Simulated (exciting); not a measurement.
# GaN (F-43m) in exciting: single point with PBEsol

Aim: the single point of GaN with PBEsol.

Everything below comes from runs of exciting (release sodium). Logs are shortened: lines on timing, memory, paths and dates and some standing lists are left out, and cuts for length are marked.

**What was measured.**

A printed reference work, textbook reports, for a bulk crystal of GaN at 0 K: band gap 3.299 eV (direct).

How close the calculation comes is told below.

## 1. The structure

Symmetry: F-43m, No. 216, cubic system. The conventional cell has a = 4.507 Å, b = 4.507 Å, c = 4.507 Å, α = 90.00°, β = 90.00°, γ = 90.00°. Ga (site symmetry -43m) has 4 N at 1.95 Å as nearest neighbours. N (site symmetry -43m) has 4 Ga at 1.95 Å as nearest neighbours.

The cell is a database's computed one.

## 2. Single point, PBEsol

input.xml

```xml
<input>
  <title>GaN</title>
  <structure speciespath="./" tshift="false">
    <crystal scale="1">
      <basevect>0.000000000000 4.258498969853 4.258498969853</basevect>
      <basevect>4.258498969853 0.000000000000 4.258498969853</basevect>
      <basevect>4.258498969853 4.258498969853 0.000000000000</basevect>
    </crystal>
    <species speciesfile="Ga.xml" rmt="2">
      <atom coord="0.000000000000 0.000000000000 0.000000000000"/>
    </species>
    <species speciesfile="N.xml" rmt="1.45">
      <atom coord="0.250000000000 0.250000000000 0.250000000000"/>
    </species>
  </structure>
  <groundstate do="fromscratch" ngridk="7 7 7" rgkmax="6.5" gmaxvr="14" lmaxapw="10" lmaxmat="10" lmaxvr="8" xctype="GGA_PBE_SOL" stype="Gaussian" swidth="0.00099223" nempty="10" ValenceRelativity="iora*" epsengy="1e-05" epspot="1e-05" maxscl="60" tforce="true" outputlevel="normal"/>
</input>
```

Potentials or basis: all-electron LAPW+lo, shipped species files, valence relativity iora*.

Command:

```
> OMP_NUM_THREADS=2 exciting_smp
```

INFO.OUT:

```text
================================================================================
EXCITING SODIUM started
[... 10 lines left out ...]

 Lattice vectors (cartesian) :
      0.0000000000      4.2584989699      4.2584989699
      4.2584989699      0.0000000000      4.2584989699
      4.2584989699      4.2584989699      0.0000000000

 Reciprocal lattice vectors (cartesian) :
     -0.7377230042      0.7377230042      0.7377230042
      0.7377230042     -0.7377230042      0.7377230042
      0.7377230042      0.7377230042     -0.7377230042

 Unit cell volume                           :     154.4541690141
 Brillouin zone volume                      :       1.6059793985

 Species :    1 (Ga)
     parameters loaded from                 :    Ga.xml
     name                                   :    gallium
     nuclear charge                         :     -31.00000000
     electronic charge                      :      31.00000000
     atomic mass                            :  127097.25380000
     muffin-tin radius                      :       2.00000000
     # of radial points in muffin-tin       :     350

     atomic positions (lattice) :
       1 :   0.00000000  0.00000000  0.00000000

 Species :    2 (N)
     parameters loaded from                 :    N.xml
     name                                   :    nitrogen
     nuclear charge                         :      -7.00000000
     electronic charge                      :       7.00000000
     atomic mass                            :   25532.72506000
     muffin-tin radius                      :       1.45000000
     # of radial points in muffin-tin       :     250

     atomic positions (lattice) :
       1 :   0.25000000  0.25000000  0.25000000

 Total number of atoms per unit cell        :       2

 Spin treatment                             :    spin-unpolarised

 Number of Bravais lattice symmetries       :      48
 Number of crystal symmetries               :      24

 k-point grid                               :       7    7    7
 Total number of k-points                   :      30
 k-point set is reduced with crystal symmetries

 R^MT_min * |G+k|_max (rgkmax)              :       6.50000000
 Species with R^MT_min                      :       2 (N)
 Maximum |G+k| for APW functions            :       4.48275862
 Maximum |G| for potential and density      :      14.00000000

 G-vector grid sizes                        :      27    27    27
 Total number of G-vectors                  :    7239

 Maximum angular momentum used for
     APW functions                          :      10
     computing H and O matrix elements      :      10
     potential and density                  :       8
     inner part of muffin-tin               :       2

 Total nuclear charge                       :     -38.00000000
 Total electronic charge                    :      38.00000000
 Total core charge                          :      20.00000000
 Total valence charge                       :      18.00000000

 Number of empty states                     :      10
 Total number of valence states             :      20

 Maximum Hamiltonian size                   :     277
 Maximum number of plane-waves              :     259
 Total number of local-orbitals             :      18

 Exchange-correlation type                  :      22
     PBEsol, Phys. Rev. Lett. 100, 136406 (2008)
     Generalised gradient approximation (GGA)

 Smearing scheme                            :    Gaussian
 Smearing width                             :       0.00099223

 Using multisecant Broyden potential mixing
[... 16 lines left out ...]
+ SCF iteration number :    1                                                  +
++++++++++++++++++++++++++++++++++++++++++++++++++++++++++++++++++++++++++++++++
 Total energy                               :     -1995.15106051
 _______________________________________________________________
 Fermi energy                               :         0.20371325
 Kinetic energy                             :      2037.34222764
 Coulomb energy                             :     -3951.40510261
 Exchange energy                            :       -79.08466916
 Correlation energy                         :        -2.00351639

 DOS at Fermi energy (states/Ha/cell)       :         0.00000000

 Electron charges :
     core                                   :        20.00000000
     core leakage                           :         0.00639788
     valence                                :        18.00000000
     interstitial                           :         3.33262503
     charge in muffin-tin spheres :
                  atom     1    Ga          :        28.63615648
                  atom     2     N          :         6.03121848
     total charge in muffin-tins            :        34.66737497
     total charge                           :        38.00000000

 Estimated fundamental gap                  :         0.11833125
        valence-band maximum at    1      0.0000  0.0000  0.0000
     conduction-band minimum at    1      0.0000  0.0000  0.0000

++++++++++++++++++++++++++++++++++++++++++++++++++++++++++++++++++++++++++++++++
+ SCF iteration number :    2                                                  +
++++++++++++++++++++++++++++++++++++++++++++++++++++++++++++++++++++++++++++++++
 Total energy                               :     -1997.38849530
 _______________________________________________________________
 Fermi energy                               :         0.24536934
 Kinetic energy                             :      2035.77678700
 Coulomb energy                             :     -3952.15357239
 Exchange energy                            :       -79.00236727
 Correlation energy                         :        -2.00934265

 DOS at Fermi energy (states/Ha/cell)       :         0.00000000

 Electron charges :
     core                                   :        20.00000000
     core leakage                           :         0.00621582
     valence                                :        18.00000000
     interstitial                           :         3.55628791
     charge in muffin-tin spheres :
                  atom     1    Ga          :        28.82053488
                  atom     2     N          :         5.62317721
     total charge in muffin-tins            :        34.44371209
     total charge                           :        38.00000000
[... 439 lines left out ...]
++++++++++++++++++++++++++++++++++++++++++++++++++++++++++++++++++++++++++++++++
+ SCF iteration number :   16                                                  +
++++++++++++++++++++++++++++++++++++++++++++++++++++++++++++++++++++++++++++++++
 Total energy                               :     -1997.26012376
 _______________________________________________________________
 Fermi energy                               :         0.25903463
 Kinetic energy                             :      2035.28230823
 Coulomb energy                             :     -3951.60942555
 Exchange energy                            :       -78.92148315
 Correlation energy                         :        -2.01152328

 DOS at Fermi energy (states/Ha/cell)       :         0.00000000

 Electron charges :
     core                                   :        20.00000000
     core leakage                           :         0.00621018
     valence                                :        18.00000000
     interstitial                           :         3.65180782
     charge in muffin-tin spheres :
                  atom     1    Ga          :        28.89490331
                  atom     2     N          :         5.45328887
     total charge in muffin-tins            :        34.34819218
     total charge                           :        38.00000000

 Estimated fundamental gap                  :         0.06153700
        valence-band maximum at    1      0.0000  0.0000  0.0000
     conduction-band minimum at    1      0.0000  0.0000  0.0000

 RMS change in effective potential (target) :  0.892377E-07  ( 0.100000E-04)
 Absolute change in total energy   (target) :  0.840276E-06  ( 0.100000E-04)
 Charge distance                   (target) :  0.216682E-08  ( 0.100000E-04)
 Abs. change in max-nonIBS-force   (target) :   0.00000      ( 0.500000E-04)

++++++++++++++++++++++++++++++++++++++++++++++++++++++++++++++++++++++++++++++++
| Convergency criteria checked for the last 2 iterations                       +
| Convergence targets achieved. Performing final SCF iteration                 +
++++++++++++++++++++++++++++++++++++++++++++++++++++++++++++++++++++++++++++++++
 Total energy                               :     -1997.26012333
 _______________________________________________________________
 Fermi energy                               :         0.25903463
 Kinetic energy                             :      2035.28230843
 Coulomb energy                             :     -3951.60942534
 Exchange energy                            :       -78.92148314
 Correlation energy                         :        -2.01152328

 DOS at Fermi energy (states/Ha/cell)       :         0.00000000

 Electron charges :
     core                                   :        20.00000000
     core leakage                           :         0.00621018
     valence                                :        18.00000000
     interstitial                           :         3.65180781
     charge in muffin-tin spheres :
                  atom     1    Ga          :        28.89490330
                  atom     2     N          :         5.45328889
     total charge in muffin-tins            :        34.34819219
     total charge                           :        38.00000000

 Estimated fundamental gap                  :         0.06153700
        valence-band maximum at    1      0.0000  0.0000  0.0000
     conduction-band minimum at    1      0.0000  0.0000  0.0000

++++++++++++++++++++++++++++++++++++++++++++++++++++++++++++++++++++++++++++++++
+ Self-consistent loop stopped                                                 +
++++++++++++++++++++++++++++++++++++++++++++++++++++++++++++++++++++++++++++++++
 STATE.OUT is written

--------------------------------------------------------------------------------
- Writing atomic positions and forces                                          -
--------------------------------------------------------------------------------

 Atomic positions (lattice) :
 atom     1  Ga  :     0.00000000    0.00000000    0.00000000
 atom     2   N  :     0.25000000    0.25000000    0.25000000

 Total atomic forces including IBS (cartesian) :
 atom     1  Ga  :    -0.00000000   -0.00000000    0.00000000
 atom     2   N  :     0.00000000    0.00000000    0.00000000

 Atomic force components including IBS (cartesian) :
 atom     1  Ga  :    -0.00000000   -0.00000000    0.00000000   HF force
                 :     0.00000000   -0.00000000   -0.00000000   core correction
                 :    -0.00000000    0.00000000    0.00000000   IBS correction
 atom     2   N  :     0.00000000    0.00000000   -0.00000000   HF force
                 :    -0.00000000    0.00000000    0.00000000   core correction
                 :     0.00000000   -0.00000000   -0.00000000   IBS correction

********************************************************************************
* Groundstate module stopped                                                   *
********************************************************************************

================================================================================
| EXCITING SODIUM stopped                                                      =
================================================================================
```

Run time: 41 s. Hardware: 2 threads of Intel Xeon Platinum 8488C (Sapphire Rapids), shared host; peak memory 0.13 GiB.

Results:

```yaml
Free_energy: -54348.2166 eV
Band_gap_on_the_k_mesh: 1.67 eV, direct
All_electrons_inside_the_program's_atomic_spheres: Ga 28.89; N 5.45 (radii Ga 2.0, N 1.45 bohr)
```

## 3. Against experiment

Step 2. Against the measured gap of GaN, 3.299 eV (direct; 0 K; a printed reference work, textbook), the calculated 1.67 eV is off by -1.62 eV. Spin-orbit coupling on Ga is left out. The value is that of PBEsol, without temperature or zero-point motion. Semilocal functionals fall short of measured gaps as a rule. The cell is a database's relaxed one, not the measured one, which moves gaps too.
